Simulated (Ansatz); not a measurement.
A run of Ansatz 0.2.0 is set up as follows.

The input input.yaml:

```yaml
crystal:
  lattice:
    - [0.0, 2.703, 2.703]
    - [2.703, 0.0, 2.703]
    - [2.703, 2.703, 0.0]
  atoms:
    - { symbol: Ni, position: [0.0, 0.0, 0.0], spin: 1.0 }
    - { symbol: Si, position: [0.75, 0.75, 0.75] }
    - { symbol: Si, position: [0.25, 0.25, 0.25] }
hamiltonian:
  xc: pbe
  pseudopotentials: { kind: paw }
magnetization:
  spin_polarized: true
kpoints:
  mp_grid: { grid: [9, 9, 9] }
scf:
  occupations: { method: gaussian, width: 0.014 }
output:
  forces: true
  stress: true
  eigenvalues: true
  write_density: true
  write_potential: true
  elf: true
  volumetric_format: npy
```

Potentials or basis: Ansatz PAW.

The run is started by

```console
$ ansatz run input.yaml --threads 2 --pin off --max-ram 5632MiB --backend cpu --events-out ev --progress --plain --runs-dir out
```

**Question.** Predict the band gap on the k mesh.

**Answer.** None (metal or under the smearing width).

**Question.** What does it give for the net moment?

**Answer.** 0.00 μB per cell.

**Question.** What does it give for the absolute moment?

**Answer.** 0.00 μB per cell.

**Question.** What does it give for the pressure?

**Answer.** 4.0 GPa.

Caveat: the starting moments weren't kept.
